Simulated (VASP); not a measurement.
# BiTe (Fm-3m) in VASP: notebook

The runs below take BiTe through single point, with revPBE+D4, PBE.

Program: VASP 6.6.1. These are calculated values, not measurements. Logs are shortened: lines on timing, memory, paths and dates and some standing lists are left out, and cuts for length are marked.

### Step 1. The crystal as given

The structure is cubic, space group Fm-3m (No. 225). The conventional cell has a = 6.383 Å, b = 6.383 Å, c = 6.383 Å, α = 90.00°, β = 90.00°, γ = 90.00°. Bi (site symmetry m-3m) has 6 Te at 3.19 Å as nearest neighbours. Te (site symmetry m-3m) has 6 Bi at 3.19 Å as nearest neighbours.

### Step 2. Single point, revPBE+D4, non-collinear spin, typed start

Input file INCAR:

```
PREC     = Accurate       # precision mode
ENCUT    = 520            # plane-wave cutoff, eV
EDIFF    = 1E-6           # SCF threshold, eV
ISMEAR   = -5             # smearing method
SIGMA    = 0.1            # smearing width, eV
LREAL    = F              # projectors in reciprocal space
LASPH    = T              # aspherical terms in the spheres
NELM     = 150            # most SCF steps
ALGO     = Normal         # electronic algorithm
ISIF     = 2              # what is computed and relaxed
LWAVE    = F              # write WAVECAR
LCHARG   = F              # write CHGCAR
LNONCOLLINEAR= T              # non-collinear magnetism
MAGMOM   = 0 0 0.5 0 0 0  # initial moments
LORBIT   = 11             # projections on sites
GGA      = RE             # functional
IVDW     = 13             # dispersion correction
NBANDS   = 33             # bands
```

Input file KPOINTS:

```
Automatic mesh
0
Gamma
  7 7 7
```

Input file POSCAR:

```
BiTe
1.0
    0.0000000000      3.1912784242      3.1912784242
    3.1912784242      0.0000000000      3.1912784242
    3.1912784242      3.1912784242      0.0000000000
Bi Te
1 1
Direct
    0.0000000000      0.0000000000      0.0000000000
    0.5000000000      0.5000000000      0.5000000000
```

Potentials or basis: VASP PAW PBE potentials, release 64 (Bi_d, Te).

On the command line:

```
$ cat potpaw_PBE.64/Bi_d/POTCAR potpaw_PBE.64/Te/POTCAR > POTCAR
$ mpirun -np 1 vasp_ncl > vasp.out
```

OUTCAR:

```text
PREC = Accurate
   ENCUT = 520
   EDIFF = 1E-6
   ISMEAR = -5
   LREAL = F
   LASPH = T
   NELM = 150
   ISIF = 2
   LNONCOLLINEAR = T
   LORBIT = 11
   GGA = RE
   IVDW = 13

 ion  position               nearest neighbor table
   1  0.000  0.000  0.000-   2 3.19   2 3.19   2 3.19   2 3.19   2 3.19   2 3.19
   2  0.500  0.500  0.500-   1 3.19   1 3.19   1 3.19   1 3.19   1 3.19   1 3.19

  LATTYP: Found a face centered cubic cell.
 ALAT       =     6.3825568484

  Lattice vectors:

 A1 = (   0.0000000000,   3.1912784242,   3.1912784242)
 A2 = (   3.1912784242,   0.0000000000,   3.1912784242)
 A3 = (   3.1912784242,   3.1912784242,   0.0000000000)

Analysis of symmetry for initial positions (statically):
=====================================================================
 Subroutine PRICEL returns:
 Original cell was already a primitive cell.

 Routine SETGRP: Setting up the symmetry group for a
 face centered cubic supercell.

 Subroutine GETGRP returns: Found 48 space group operations
 (whereof 48 operations were pure point group operations)
 out of a pool of 48 trial point group operations.

The static configuration has the point symmetry O_h .

Analysis of symmetry for dynamics (positions and initial velocities):
=====================================================================
 Subroutine PRICEL returns:
 Original cell was already a primitive cell.

 Routine SETGRP: Setting up the symmetry group for a
 face centered cubic supercell.

 Subroutine GETGRP returns: Found 48 space group operations
 (whereof 48 operations were pure point group operations)
 out of a pool of 48 trial point group operations.

The dynamic configuration has the point symmetry O_h .

Analysis of structural, dynamic, and magnetic symmetry:
=====================================================================
 Subroutine PRICEL returns:
 Original cell was already a primitive cell.

 Routine SETGRP: Setting up the symmetry group for a
 face centered cubic supercell.

 Subroutine GETGRP returns: Found  8 space group operations
 (whereof  8 operations were pure point group operations)
 out of a pool of 48 trial point group operations.

The overall configuration has the point symmetry C_4h.

 Subroutine INISYM returns: Found  8 space group operations
 (whereof  8 operations are pure point group operations),
 and found     1 'primitive' translations

----------------------------------------------------------------------------------------

                                     Primitive cell

  volume of cell :      65.0016

  direct lattice vectors                    reciprocal lattice vectors
     0.000000000  3.191278424  3.191278424    -0.156677022  0.156677022  0.156677022
     3.191278424  0.000000000  3.191278424     0.156677022 -0.156677022  0.156677022
     3.191278424  3.191278424  0.000000000     0.156677022  0.156677022 -0.156677022

  length of vectors
     4.513149229  4.513149229  4.513149229     0.271372563  0.271372563  0.271372563

  position of ions in fractional coordinates (direct lattice)
     0.000000000  0.000000000  0.000000000
     0.500000000  0.500000000  0.500000000

  ion indices of the primitive-cell ions
   primitive index   ion index
                 1           1
                 2           2

----------------------------------------------------------------------------------------

 KPOINTS: Automatic mesh

Automatic generation of k-mesh.
 Grid dimensions read from file:
 generate k-points for:    7    7    7

 Generating k-lattice:

  Cartesian coordinates                     Fractional coordinates (reciprocal lattice)
    -0.022382432  0.022382432  0.022382432     0.142857143  0.000000000  0.000000000
     0.022382432 -0.022382432  0.022382432     0.000000000  0.142857143  0.000000000
     0.022382432  0.022382432 -0.022382432     0.000000000  0.000000000  0.142857143

  Length of vectors
     0.038767509  0.038767509  0.038767509

  Shift w.r.t. Gamma in fractional coordinates (k-lattice)
     0.000000000  0.000000000  0.000000000

 TETIRR: Found    274 inequivalent tetrahedra from     2058

 Subroutine IBZKPT returns following result:
 ===========================================

 Found     52 irreducible k-points:

 Following reciprocal coordinates:
            Coordinates               Weight
  0.000000  0.000000  0.000000      1.000000
  0.142857  0.000000  0.000000      8.000000
  0.285714  0.000000  0.000000      8.000000
  0.428571  0.000000  0.000000      8.000000
  0.142857  0.142857  0.000000      2.000000
  0.000000  0.142857  0.142857      4.000000
[... 16 lines left out ...]
  0.428571  0.285714  0.000000      8.000000
  0.000000  0.428571  0.285714      8.000000
 [... further k-points ...]
   k-points           NKPTS =     52   k-points in BZ     NKDIM =     52   number of bands    NBANDS=     33
   number of dos      NEDOS =    301   number of ions     NIONS =      2
   total plane-waves  NPLWV =  46656
   dimension x,y,z NGX =    36 NGY =   36 NGZ =   36
   dimension x,y,z NGXF=    72 NGYF=   72 NGZF=   72
   ions per type =               1   1
   NGX,Y,Z   is equivalent  to a cutoff of  13.26, 13.26, 13.26 a.u.
   NGXF,Y,Z  is equivalent  to a cutoff of  26.52, 26.52, 26.52 a.u.
 SYSTEM =  unknown system
   PREC   = accura    normal or accurate (medium, high low for compatibility)
   ISTART =      0    job   : 0-new  1-cont  2-samecut
   ICHARG =      2    charge: 1-file 2-atom 10-const
   ISPIN  =      1    spin polarized calculation?
   LNONCOLLINEAR =      T non collinear calculations
   LSORBIT =      F    spin-orbit coupling
   LASPH  =      T    aspherical Exc in radial PAW
   ENCUT  =  520.0 eV  38.22 Ry    6.18 a.u.   8.39  8.39  8.39*2*pi/ulx,y,z
   NELM   =    150;   NELMIN=  2; NELMDL= -5     # of ELM steps
   EDIFF  = 0.1E-05   stopping-criterion for ELM
   LREAL  =      F    real-space projection
   EDIFFG = 0.1E-04   stopping-criterion for IOM
   NSW    =      0    number of steps for IOM
   IBRION =     -1    ionic relax: 0-MD 1-quasi-New 2-CG
   NFREE  =      0    steps in history (QN), initial steepest desc. (CG)
   ISIF   =      2    stress and relaxation
   ISYM   =      2    0-nonsym 1-usesym 2-fastsym
   POTIM  = 0.5000    time-step for ionic-motion
   TEBEG  =    0.0;   TEEND  =   0.0 temperature during run
   PSTRESS=    0.0 pullay stress
   NELECT =      21.0000    total number of electrons
   NUPDOWN=      -1.0000    fix difference up-down
   EMIN   =  10.00;   EMAX   =-10.00  energy-range for DOS
   EFERMI =   0.00;   METHOD = LEGACY
   ISMEAR =    -5;   SIGMA  =   0.10  broadening in eV -4-tet -1-fermi 0-gaus
   EFERMI_NEDOS =   21; number of points for ismear=-14 and -15
   IALGO  =     38    algorithm
   IMIX   =      4    mixing-type and parameters
     AMIX     =   0.40;   BMIX     =  1.00
     AMIX_MAG =   1.60;   BMIX_MAG =  1.00
  volume/ion in A,a.u.               =      32.50       219.33
  Fermi-wavevector in a.u.,A,eV,Ry     =   1.123328  2.122782 17.168725  1.261866
  Thomas-Fermi vector in A             =   2.259993
   LORBIT       =     11    0 simple, 1 ext, 2 COOP (PROOUT), +10 PAW based schemes
   GGA     = RE    functional components
   LHFCALC =     F    Hartree Fock is set to
   AEXX    =    0.0000 exact exchange contribution
   IVDW    =    13    specifies the selected vdW correction
   LEPSILON=     F    determine dielectric tensor
   LRPA    =     F    only Hartree local field effects (RPA)
 Fermi weights with tetrahedron method with Bloechl corrections
  energy-cutoff  :      520.00
  volume of cell :       65.00
 maximum number of plane-waves:      3614
 NGX is ok and might be reduce to    36
   NGX = 17   NGY = 17   NGZ = 17

 number of electron      21.0000003 magnetization      -0.0000000     -0.0000000      0.2420951

 number of electron      21.0000003 magnetization       0.0000000     -0.0000000      0.2420835

 number of electron      21.0000003 magnetization       0.0000000      0.0000000      0.2420835

 Free energy of the ion-electron system (eV)
  ---------------------------------------------------
  ext. energy  EPLUGINS =         0.00000000
  ---------------------------------------------------
  free energy    TOTEN  =        -6.52821785 eV

  energy without entropy =       -6.52821785  energy(sigma->0) =       -6.52821785

 E-fermi :   7.4569     XC(G=0):  -9.5465

 val. band max:        7.5959211224   @ k =   0.0000  -0.2857   0.2857
 cond. band min:       6.7786100377   @ k =   0.4286   0.0000   0.0000
 fundamental gap:     -0.8173110847
 Fermi energy:         7.4569274982

 k-point     1 :       0.0000    0.0000    0.0000
  band No.  band energies     occupation
      1     -16.0094      1.00000
      2     -16.0089      1.00000
      3     -16.0079      1.00000
      4     -16.0079      1.00000
      5     -16.0069      1.00000
      6     -15.9888      1.00000
[... 25 lines left out ...]
     32      11.8874      0.00000
     33      13.5638      0.00000
[... 797 lines left out ...]
      3     -16.0066      1.00000
      4     -16.0012      1.00000
      5     -15.9982      1.00000
      6     -15.9970      1.00000
[... 25 lines left out ...]
     32      16.1038      0.00000
     33      16.2927      0.00000

 [... further k-points ...]

------------------------ aborting loop because EDIFF is reached ----------------------------------------

  DFT-D4 for vdW energy calculation

  Edisp (eV):   -1.56946

  FORCE on cell =-STRESS in cart. coord.  units (eV):
  Direction    XX          YY          ZZ          XY          YZ          ZX
  --------------------------------------------------------------------------------------
  -------------------------------------------------------------------------------------
  Total       0.04720     0.04720     0.10949    -0.00000    -0.00000     0.00000
  in kB       1.16344     1.16344     2.69886    -0.00000    -0.00000     0.00000
  external pressure =        1.68 kB  Pullay stress =        0.00 kB

 VOLUME and BASIS-vectors are now :
 -----------------------------------------------------------------------------
  energy-cutoff  :      520.00
  volume of cell :       65.00
      direct lattice vectors                 reciprocal lattice vectors
     0.000000000  3.191278424  3.191278424    -0.156677022  0.156677022  0.156677022
     3.191278424  0.000000000  3.191278424     0.156677022 -0.156677022  0.156677022
     3.191278424  3.191278424  0.000000000     0.156677022  0.156677022 -0.156677022

 POSITION                                       TOTAL-FORCE (eV/Angst)
 -----------------------------------------------------------------------------------
      0.00000      0.00000      0.00000         0.000000     -0.000000      0.000000
      3.19128      3.19128      3.19128        -0.000000      0.000000      0.000000
 -----------------------------------------------------------------------------------
    total drift:                               -0.000000      0.000000      0.000000

  FREE ENERGIE OF THE ION-ELECTRON SYSTEM (eV)
  ---------------------------------------------------
  free  energy   TOTEN  =        -8.0976797516 eV

  energy  without entropy=       -8.0976797516  energy(sigma->0) =       -8.09767975

 total charge

# of ion       s       p       d       tot
------------------------------------------
    1        1.576   1.223   9.929  12.728
    2        1.415   1.888   0.041   3.345
--------------------------------------------------
tot          2.991   3.111   9.970  16.072

 magnetization (x)

# of ion       s       p       d       tot
------------------------------------------
    1        0.000   0.000   0.000   0.000
    2        0.000   0.000   0.000   0.000
--------------------------------------------------
tot          0.000   0.000   0.000   0.000

 magnetization (y)

# of ion       s       p       d       tot
------------------------------------------
    1        0.000   0.000   0.000   0.000
    2        0.000   0.000   0.000   0.000
--------------------------------------------------
tot          0.000   0.000   0.000   0.000

 magnetization (z)

# of ion       s       p       d       tot
------------------------------------------
    1        0.002   0.110   0.001   0.113
    2        0.009  -0.003   0.006   0.011
--------------------------------------------------
tot          0.011   0.107   0.007   0.124
```

Wall time 4.8 min (1 thread of Intel Xeon Platinum 8488C (Sapphire Rapids), shared host); peak memory 0.47 GiB.

Results:

| Quantity | Value |
| --- | --- |
| Free energy | -8.0977 eV |
| Pressure | 0.2 GPa |
| Band gap on the k mesh | none (metal or under the smearing width) |
| Net moment | 0.24 μB per cell |
| Valence electrons inside the program's atomic spheres | Bi 12.73; Te 3.35 |
| Dispersion energy per atom | -0.785 eV |

Stress tensor (GPa, compression positive):
```
0.12 0.00 0.00
0.00 0.12 0.00
0.00 0.00 0.27
```

Moments on the atoms (μB; x, y, z):
```
Bi  0.00 0.00 0.11
Te  0.00 0.00 0.01
```

Caveat: the PAW data sets were made with another functional, which shifts forces and pressure a little; spin-orbit coupling is left out, which moves the levels of the heavy elements; pairwise dispersion overbinds metals, which lowers pressure and volume; tetrahedron occupations give inexact forces and stress in metals.

(Part 1 of 2 ends here.)
